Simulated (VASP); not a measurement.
Here is a VASP 6.6.1 calculation.

INCAR

```
PREC = Accurate ; ENCUT = 600
EDIFF = 1E-6 ; ISMEAR = 0
SIGMA = 0.03 ; LREAL = False
LASPH = True ; NELM = 80
ALGO = Normal ; ISIF = 3
LWAVE = False ; LCHARG = False
GGA = PE ; IBRION = 2
NSW = 90 ; EDIFFG = -0.01
```

The input KPOINTS:

```
Automatic mesh
0
Gamma
  12 12 6
```

Contents of POSCAR:

```
Si
1.0
    3.7978212800      0.0000000000      0.0000000000
   -1.8989106400      3.2890097100      0.0000000000
    0.0000000000      0.0000000000      6.2695984500
Si
4
Direct
    0.6666666700      0.3333333300      0.0629012500
    0.3333333300      0.6666666700      0.5629012500
    0.6666666700      0.3333333300      0.4370987500
    0.3333333300      0.6666666700      0.9370987500
```

Potentials or basis: VASP PAW PBE potentials, release 64 (Si).

The run is started by

```sh
$ cat potpaw_PBE.64/Si/POTCAR > POTCAR
$ mpirun -np 1 vasp_std > vasp.out
```

(1) What does it give for the space group after relaxing (to 0.05 Å)?

(2) Estimate the band gap on the k mesh.

(3) What does it give for the relaxed cell?

Answers

(1) P6_3/mmc (No. 194).

(2) 0.45 eV, indirect (least direct gap 0.99 eV).

(3) a = 3.851 Å, b = 3.851 Å, c = 6.363 Å, α = 90.00°, β = 90.00°, γ = 120.00°.
